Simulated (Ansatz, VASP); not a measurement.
# BeTe: VASP beside Ansatz

Contents of INCAR:

```
SYSTEM = BeTe
ALGO = Normal ; EDIFF = 1E-6
ENCUT = 520 ; GGA = PE
ISIF = 2 ; ISMEAR = 0
LASPH = .TRUE. ; LCHARG = .FALSE.
LREAL = .FALSE. ; LWAVE = .FALSE.
NBANDS = 11 ; NELM = 80
PREC = Accurate ; SIGMA = 0.02
```

The input KPOINTS:

```
k-points
0
G
  8 8 8
  0 0 0
```

POSCAR

```
BeTe
1.0
    0.0000000000      2.8318743942      2.8318743942
    2.8318743942      0.0000000000      2.8318743942
    2.8318743942      2.8318743942      0.0000000000
Be Te
1 1
Direct
    0.0000000000      0.0000000000      0.0000000000
    0.2500000000      0.2500000000      0.2500000000
```

Input for Ansatz:

```yaml
crystal:
  lattice:
    - [0.0, 2.8318743937, 2.8318743937]
    - [2.8318743937, 0.0, 2.8318743937]
    - [2.8318743937, 2.8318743937, 0.0]
  atoms:
    - { symbol: Be, position: [0.0, 0.0, 0.0] }
    - { symbol: Te, position: [0.25, 0.25, 0.25] }
basis:
  ecutwfc: 420
kpoints:
  mp_grid: { grid: [8, 8, 8] }
  band_path:
    path:
      - [[0.0, 0.0, 0.0], [-0.5, -0.5, 0.0], [-0.375, -0.375, 0.25]]
      - [[-0.375, 0.0, 0.375], [0.0, 0.0, 0.0], [0.0, 0.0, 0.5], [-0.5, -0.25, 0.25], [-0.5, -0.5, 0.0]]
    npoints: 14
hamiltonian:
  xc: pbe
scf:
  occupations: { method: gaussian, width: 0.02 }
  n_extra_bands: 6
output:
  forces: true
  stress: true
  eigenvalues: true
  populations: true
  dos: { projected: true, de: 0.02, nscf_kmesh: { grid: [12, 12, 12] } }
  bader: true
  write_density: true
  write_potential: true
  elf: true
  volumetric_format: npy
```

Alike in both runs: task single point; functional PBE; k mesh 8 × 8 × 8; occupations gaussian, width 0.02 eV; no spin polarisation.

```csv
,VASP,Ansatz
version,VASP 6.6.1,Ansatz 0.2.0
potentials or method,"VASP PAW PBE potentials, release 64 (Be, Te)","scalar-relativistic, plane waves, PAW"
plane-wave cutoff (eV),520,420
valence electrons in the cell,8,18
```

```tsv
	VASP	Ansatz	Ansatz less VASP
gap on the k mesh at the Fermi level (eV)	2.01	2.03	+0.014
least direct gap on the mesh (eV)	3.62	3.64	+0.018
pressure (GPa)	0.1	0.0	-0.13
```

The functional is the same, so the differences come from potentials, cutoffs and numerics. The two sets of potentials don't hold the same shells in valence.

Caveats: spin-orbit coupling is left out, which moves the levels of the heavy elements. A k mesh can miss the band edges.
